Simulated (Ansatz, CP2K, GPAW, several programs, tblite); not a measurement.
**Many methods on one cell: WSe2 (CdCl2 type)**

WSe2 built on the CdCl2 prototype, relaxed with r2SCAN+rVV10 in Ansatz, was computed with several methods. The symmetry is R-3m (No. 166, trigonal); a = 3.287 Å, c = 19.492 Å in the conventional setting, 20.26 Å³ an atom. W has 6 Se at 2.55 Å; Se has 3 W at 2.55 Å. No spin polarisation and no zero-point or thermal motion; the cell was built from a prototype and may be hypothetical.

```
W Se
1.0
     1.64330    0.94876    6.49727
    -1.64330    0.94876    6.49727
     0.00000   -1.89752    6.49727
W Se
1 2
Direct
  0.00000 0.00000 0.00000
  0.24626 0.24626 0.24626
  0.75374 0.75374 0.75374
```

Gaps and times are for a single point on this cell; volume and bulk modulus come from each method's own relaxation or energy curve at fixed shape, which is too stiff where a cell has free coordinates or axes. Times are rough, from shared hosts (Arm Neoverse V1), and each method has its own mesh and cell size. A double dagger marks a value from a curve with shape and coordinates held. A star marks a curve whose lowest point is an end point. GFN1-xTB (tblite), GFN2-xTB (tblite) treat a cluster of cells at its zone centre, which samples few k points: where these miss a band edge, the gap comes out too large for that reason alone. Gaps from k meshes are read at a limited set of points (mesh, symmetry points, PBE's band edges), so each method's own least gap may be somewhat smaller. xTB and the PM methods were fitted mostly to molecules, and can miss a solid's gap by electronvolts. Minimal bases can be far off for gaps. Curves at held shape can't give the bulk modulus of a layered or molecular crystal, so none is listed. d marks a direct gap, i an indirect one (no mark: not told apart), a dash a value that wasn't computed or didn't pass its checks.

```csv
method,kind,gap (eV),own volume (Å³/atom),bulk modulus (GPa),atoms computed,processor time
light PBE (260 eV and a coarse mesh),light plane-wave,overlap 0.59,–,–,3,1.7 s
GFN1-xTB (tblite),tight binding,0,19.84‡,–,81,7.8 s
PBE,semilocal,overlap 0.58,–,–,3,10 s
GFN2-xTB (tblite),tight binding,0.08,20.33‡,–,81,26 s
PBE/SZV (CP2K),small basis,overlap 0.53,22.53*‡,–,3,26 s
r2SCAN,semilocal,overlap 0.64,–,–,3,28 s
PBE/single zeta (GPAW),small basis,overlap 0.60,–,–,3,33 s
PBE/DZVP (CP2K),small basis,overlap 0.60,20.80‡,–,3,47 s
```

Runs without a result: PM7 (MOPAC) (single point, out of time).

With PBE and r2SCAN the bands overlap or touch, or nearly. Semilocal functionals can close a real gap, so this doesn't show a metal; small gaps of other methods may in turn close between the points read or with spin-orbit coupling, and the solid may be a semimetal.

Spin-orbit coupling is left out, which matters wherever the heavy atoms make up the band edges.
